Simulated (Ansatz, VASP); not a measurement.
Y in VASP and in Ansatz

```
Y
1.0
     0.00000    2.45990    2.45990
     2.45990    0.00000    2.45990
     2.45990    2.45990    0.00000
Y
1
Direct
  0.00000 0.00000 0.00000
```

Change from the starting cell: volume scaled by 0.97.

Alike in both runs: task single point; functional PBE; k mesh 13 × 13 × 13; occupations fermi-dirac, width 0.05 eV; no spin polarisation.

```csv
,VASP,Ansatz
version,VASP 6.6.1,Ansatz 0.2.0
potentials or method,"VASP PAW PBE potentials, release 64 (Y_sv), cutoff 520 eV","all-electron LAPW, scalar-relativistic"
```

```tsv
	VASP	Ansatz	Ansatz less VASP
pressure (GPa)	3.7	3.9	+0.16
```

Ansatz ran all-electron here, so the differences hold the error of VASP's frozen core and of both bases.
